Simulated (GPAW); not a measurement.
A run of GPAW 26.7.0 is set up as follows.

Contents of run.py:

```python
from ase.dft.bandgap import bandgap
from ase.io import read, write
from ase.units import GPa
from gpaw import GPAW, PW

atoms = read('Ni.cif')
atoms.set_initial_magnetic_moments([2.0])

calc = GPAW(mode=PW(450),
            xc='PBE',
            kpts={'size': (11, 11, 11), 'gamma': True},
            occupations={'name': 'fermi-dirac', 'width': 0.05},
            nbands=17,
            maxiter=120,
            txt='gpaw.txt')
atoms.calc = calc
energy = atoms.get_potential_energy()
forces = atoms.get_forces()
stress = atoms.get_stress()
calc.write('gs.gpw')
write('result.traj', atoms)
print(f'Energy: {energy:.6f} eV')
print('Forces (eV/A):')
print(forces.round(4))
print('Stress (GPa):', (stress / GPa).round(3))
print('Moments:', calc.get_magnetic_moments().round(3))
print('Fermi level:', round(calc.get_fermi_level(), 4), 'eV')
print(f'Gap: {bandgap(calc)[0]:.4f} eV, direct: {bandgap(calc, direct=True)[0]:.4f} eV')
```

The input Ni.cif:

```cif
data_Ni
_cell_length_a 2.45729921
_cell_length_b 2.45729921
_cell_length_c 2.45729921
_cell_angle_alpha 60.00000000
_cell_angle_beta 60.00000000
_cell_angle_gamma 60.00000000
_space_group_name_H-M_alt 'P1'
_space_group_name_Hall 'P 1'
_space_group_IT_number 1
loop_
_space_group_symop_operation_xyz
'x,y,z'
loop_
_atom_site_label
_atom_site_type_symbol
_atom_site_symmetry_multiplicity
_atom_site_Wyckoff_symbol
_atom_site_fract_x
_atom_site_fract_y
_atom_site_fract_z
_atom_site_occupancy
Ni1 Ni 1 a 0.0000000000 0.0000000000 0.0000000000 1
```

Potentials or basis: GPAW PAW data sets (gpaw-data 1.2.1), pw.

The run is started by

```sh
$ OMP_NUM_THREADS=1 python run.py
```

Predict the band gap on the k mesh.

none (metal or under the smearing width).

What does it give for the pressure?

8.8 GPa.

Caveat: the cutoff is short for stress and forces, so pressures can be off by a GPa or more; the stock nickel data set gives pressures a few GPa off other programs.
